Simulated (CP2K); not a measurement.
Crystal: CdSe (Cadmoselite).

```
CELL_PARAMETERS angstrom
4.30000 0.00000 0.00000
-2.15000 3.72391 0.00000
0.00000 0.00000 7.02000
ATOMIC_POSITIONS crystal
Cd 0.66667 0.33333 0.50000
Cd 0.33333 0.66667 0.00000
Se 0.66667 0.33333 0.88500
Se 0.33333 0.66667 0.38500
```

Base run:

```yaml
Program: CP2K 2026.2
Functional: OLYP
Potentials_or_basis: POTENTIAL_UZH Cd GTH-PBE-q12, Se GTH-PBE-q6; TZVP-MOLOPT-PBE-GTH basis
Density_cutoff: 9184 eV
k_mesh: 7 × 7 × 4
Occupations: fermi-dirac, width 0.05 eV
Spin: no spin polarisation
```

Its results: band gap on the k mesh 1.07 eV, direct; pressure 4.9 GPa; largest force 0.293 eV/Å.

Q: After a change of settings the same cell gave: band gap on the k mesh 0.42 eV, direct; pressure 0.1 GPa; largest force 0.302 eV/Å. Which change was it?
A. functional from OLYP to LDA
B. functional from OLYP to PBEsol
C. functional from OLYP to PBE
D. functional from OLYP to rev-vdW-DF2

A: A.

LDA binds more tightly than OLYP, so the same cell stands under less pressure.

Caveats: the potentials were made for another functional, which shifts forces and pressure; the basis of atomic orbitals isn't converged, which shifts pressures, moduli and gaps.
